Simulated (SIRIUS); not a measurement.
MgS and the effect of the dispersion correction

The cell as given:

```cif
data_structure
_symmetry_space_group_name_H-M 'P 1'
_symmetry_Int_Tables_number 1
_cell_length_a 3.6793
_cell_length_b 3.6793
_cell_length_c 3.6793
_cell_angle_alpha 60.000
_cell_angle_beta 60.000
_cell_angle_gamma 60.000
_cell_volume 35.22
loop_
_atom_site_label
_atom_site_type_symbol
_atom_site_fract_x
_atom_site_fract_y
_atom_site_fract_z
_atom_site_occupancy
S1 S 0.50000 0.50000 0.50000 1
Mg1 Mg 0.00000 0.00000 0.00000 1
```

Kept alike: task relaxation of cell and atoms; functional PBE; k mesh 5 × 5 × 5; occupations fermi-dirac, width 0.05 eV; no spin polarisation. Program: SIRIUS, PseudoDojo 0.4.1 PBE standard (scalar relativistic), cutoff 1152 eV. The mesh is that of the run's cell of 2 atoms. No spin-orbit coupling.

```csv
dispersion correction,volume (Å³/atom)
D3(BJ),17.152
D4,17.318
none,17.910
```

The relaxations keep at least the cell's symmetry (Fm-3m). Relaxations stop with a little pressure left, so the last digits of a volume or edge aren't settled. Runs of this series that gave no sound value for these columns are left out.

The volume runs from 17.152 (D3(BJ)) to 17.910 Å³/atom (none). Against no correction: D3(BJ) -4.2 %; D4 -3.3 %. Dispersion terms mostly attract and so lower the volume; the schemes' coefficients and damping set how far.
